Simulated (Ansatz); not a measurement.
**TiPbO$_{3}$ (P4mm), tetragonal deformation path**

All numbers below come from DFT PBE, scalar-relativistic, plane waves, PAW (Ansatz 0.2.0). Cutoff 420 eV, Γ-centred 8×8×6 k-points, Gaussian smearing of 0.05 eV. Spin–orbit coupling is left out, which matters for the heavy elements here. No spin polarisation. Energies are free energies at this smearing, counted from the undisturbed cell; pressure is positive in compression.

Zero of the scan (relaxed at this level):

```
Ti Pb O
1.0
     3.83936    0.00000    0.00000
     0.00000    3.83936    0.00000
     0.00000    0.00000    4.77895
Ti Pb O
1 1 3
Direct
  0.50000 0.50000 0.51640
  0.00000 0.00000 0.95751
  0.50000 0.50000 0.15229
  0.50000 0.00000 0.62750
  0.00000 0.50000 0.62750
```

At fixed volume and fractional coordinates, lengths along (0.000, 0.000, 1.000) are scaled against those across it; ρ is that ratio over its starting value.

```tsv
ρ	ΔE (meV/atom)	pressure (GPa)	gap on the mesh (eV)
0.800	262.3	7.1	2.35
0.850	?	3.9	?
0.920	31.7	1.1	2.23
0.960	7.3	0.3	2.10
1.000	0.0	0.0	1.97
1.050	9.4	0.1	1.82
1.100	34.4	0.6	1.71
1.200	117.0	?	?
```

Q: Give the withheld values.

A: ΔE (meV/atom) at ρ = 0.850: 130.5; gap on the mesh (eV) at ρ = 0.850: 2.42; pressure (GPa) at ρ = 1.200: 2.5; gap on the mesh (eV) at ρ = 1.200: 1.58.

Cost: 8 runs of about 1.3 core-minutes in all, on AMD EPYC 7R43 (Zen 3) (shared hosts).